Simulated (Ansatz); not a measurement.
A one-shot G0W0 calculation of BN (h-MgO type) (it has left that coordination) with the PAW code Ansatz, at the level G0W0@PBE with 140 empty bands, a screening cutoff of 140 eV and a 6×6×2 mesh. The geometry is the r2SCAN minimum.

```yaml
crystal:
  lattice:
    - [2.500838106, 0.0, 0.0]
    - [-1.250419053, 2.1657893305, 0.0]
    - [0.0, 0.0, 6.8931301039]
  atoms:
    - { symbol: B, position: [0.3333333333, 0.6666666667, 0.25] }
    - { symbol: B, position: [0.6666666667, 0.3333333333, 0.75] }
    - { symbol: "N", position: [0.6666666667, 0.3333333333, 0.25] }
    - { symbol: "N", position: [0.3333333333, 0.6666666667, 0.75] }
kpoints:
  mp_grid: { grid: [6, 6, 2] }
hamiltonian:
  xc: pbe
scf:
  occupations: { method: fixed }
gw:
  n_empty_bands: 140
  ecut_chi: 140
  qp_bands: [v2, c2]
  qp_kpoints: band_edges
  screening: { model: godby_needs }
```

Some lines of the output have been replaced by numbered gaps.
```
Pseudopotential: B, paw, valence charge 3, recommended cutoff 420 eV (normal)
Pseudopotential: N, paw, valence charge 5, recommended cutoff 420 eV (normal)
Functional definition: PBE
Crystal: 4 atoms, lattice volume = 37.335 Å³
[1]
Bands: 12, of which v1, the nominal top of the filled ones, is band 8 counted from 1 (7 counted from 0)
Symmetry: 24 space group operations
Space group: P63/mmc (ITA 194)
k-points: 14 of 72
SCF converged after 6 iterations
Free energy (F): -1084.824293 eV
Fermi energy:    4.383934 eV
--- Band table (eV; the first three rows and the last of 14) ---
  k-point 0: bands = […, -1.6953, 0.0674, 3.0586, 3.0586, 3.0834, 3.0834, 9.4308, 14.2685, 16.0046, 16.0046]
  k-point 1: bands = […, -0.9062, -0.9062, 3.0703, 3.0703, 3.0703, 3.0703, 11.5957, 11.5957, 16.0491, 16.0491]
  k-point 2: bands = […, -0.9552, 0.7384, 1.0825, 1.1057, 2.1615, 2.1948, 10.3324, 13.9392, 15.4197, 15.5644]
  k-point 13: bands = […, -3.5342, -3.5342, -2.7719, -2.7719, 4.3839, 4.3839, 9.0489, 9.0489, 16.4383, 16.4383]
--- G₀W₀: ω_p = 24.3085 eV, 72 q-points, 140 empty bands' worth ---
    ik  band        ε_KS         Σx   Σc(E_QP)       V_xc       Z   E_QP_lin       E_QP  E_QP is
     0     7      3.0834   -23.6932     3.4334   -19.2242  0.8079     2.0419     2.0478  root
     0     8      3.0834   -23.6932     3.4334   -19.2242  0.8079     2.0419     2.0478  root
     0     9      9.4308    -4.5764    -3.8595    -8.6628  0.8523     9.6578     9.6576  root
     0    10     14.2685    -7.3217    -5.0799   -13.4786  0.7965    15.3311    15.3455  root
     1     7      3.0703   -23.6827     3.4366   -19.2081  0.8079     2.0263     2.0323  root
     1     8      3.0703   -23.6827     3.4366   -19.2081  0.8079     2.0263     2.0323  root
     1     9     11.5957    -5.8655    -4.2480   -10.6668  0.8365    12.1507    12.1490  root
     1    10     11.5957    -5.8655    -4.2480   -10.6668  0.8365    12.1507    12.1490  root
     2     7      2.1615   -23.4751     3.6192   -18.7433  0.8048     1.0415     1.0489  root
     2     8      2.1948   -23.5079     3.6119   -18.7914  0.8048     1.0830     1.0902  root
     2     9     10.3324    -4.5026    -3.9337    -8.7045  0.8508    10.6009    10.6004  root
     2    10     13.9392    -8.0169    -5.1908   -14.4219  0.8067    15.1630    15.1533  root
     3     7      2.1781   -23.4915     3.6157   -18.7671  0.8047     1.0622     1.0694  root
     3     8      2.1781   -23.4915     3.6157   -18.7671  0.8047     1.0622     1.0694  root
     3     9     12.2093    -6.1355    -4.3384   -11.1254  0.8322    12.8632    12.8609  root
     3    10     12.2093    -6.1355    -4.3384   -11.1254  0.8322    12.8632    12.8609  root
     6     7      3.0465   -19.3211     2.8090   -15.4409  0.8015     1.9712     1.9753  root
     6     8      3.8666   -20.5657     2.7835   -16.8714  0.8000     2.9510     2.9559  root
     6     9      8.7286    -5.7591    -4.2826   -10.7668  0.8353     9.4561     9.4537  root
     6    10      9.8890    -7.3949    -4.5240   -12.9291  0.8222    10.9044    10.8992  root
     7     7      3.4663   -19.9407     2.7887   -16.1603  0.8010     2.4708     2.4747  root
     7     8      3.4663   -19.9407     2.7887   -16.1603  0.8010     2.4708     2.4747  root
     7     9      9.1459    -6.3625    -4.3126   -11.4835  0.8313     9.9574     9.9543  root
     7    10      9.1459    -6.3625    -4.3126   -11.4835  0.8313     9.9574     9.9543  root
    10     7  [2]
    10     8  [3]
    10     9      9.6251    -6.3508    -4.5284   -11.7645  0.8269    10.5144    10.5105  root
    10    10     10.3139    -7.8034    -4.6090   -13.4880  0.8175    11.3956    11.3895  root
    11     7      3.3019   -19.5765     2.7372   -15.8286  0.8022     2.2863     2.2913  root
    11     8      3.3019   -19.5765     2.7372   -15.8286  0.8022     2.2863     2.2913  root
    11     9      9.8453    -7.0055    -4.4790   -12.4236  0.8239    10.7888    10.7843  root
    11    10      9.8453    -7.0055    -4.4790   -12.4236  0.8239    10.7888    10.7843  root
    12     7      4.3328   -20.4505     2.5908   -17.0047  0.8024     3.4742     3.4777  root
    12     8      4.3328   -20.4505     2.5908   -17.0047  0.8024     3.4742     3.4777  root
    12     9      9.1964    -6.4283    -4.5754   -11.9204  0.8252    10.1172    10.1131  root
    12    10  [4]
  […]
```

The points are ik 0 = (0, 0, 0) (Γ), ik 1 = (0, 0, -1/2), ik 2 = (0, 1/6, 0), ik 3 = (0, 1/6, -1/2), ik 6 = (0, -1/2, 0), ik 7 = (0, -1/2, -1/2), ik 10 = (1/6, 1/3, 0), ik 11 = (1/6, 1/3, -1/2), ik 12 = (1/3, 1/3, 0), ik 13 = (1/3, 1/3, -1/2); band 8 is the last filled one.

Q: Fill in the blanks. They hold quasiparticle rows, cutoff and plane waves at Γ.

A:
```
[1]
Basis set: ecut = 420 eV, 713 PW (Γ)
[2]
    10     7      2.8010   -18.8822     2.7801   -14.9939  0.8033     1.6873     1.6928  root
[3]
    10     8      3.8152   -20.4145     2.7217   -16.7893  0.8004     2.9075     2.9117  root
[4]
    12    10      9.1964    -6.4283    -4.5754   -11.9204  0.8252    10.1172    10.1131  root
```
Only the leading digits can be foreseen; the rest is this run's record.

G0W0 moves the gap on the mesh from 4.34 eV (PBE) to 5.92 eV (k = (1/3, 1/3, -1/2) to k = (0, -1/2, 0)). Renormalisation factors Z lie between 0.80 and 0.85. The G0W0 figures hold for the stated bands, cutoff and mesh and aren't extrapolated.

Command: `ansatz run input.yaml --threads 2 --pin off --max-ram 3686MiB --backend cpu --events-out ev --progress --plain --runs-dir out`. Wall time 23 s on 2 threads of Arm Neoverse V1, on a shared host; peak host memory 0.41 GiB.

No spin polarisation. The prototype was imposed, so other structures may be more stable.
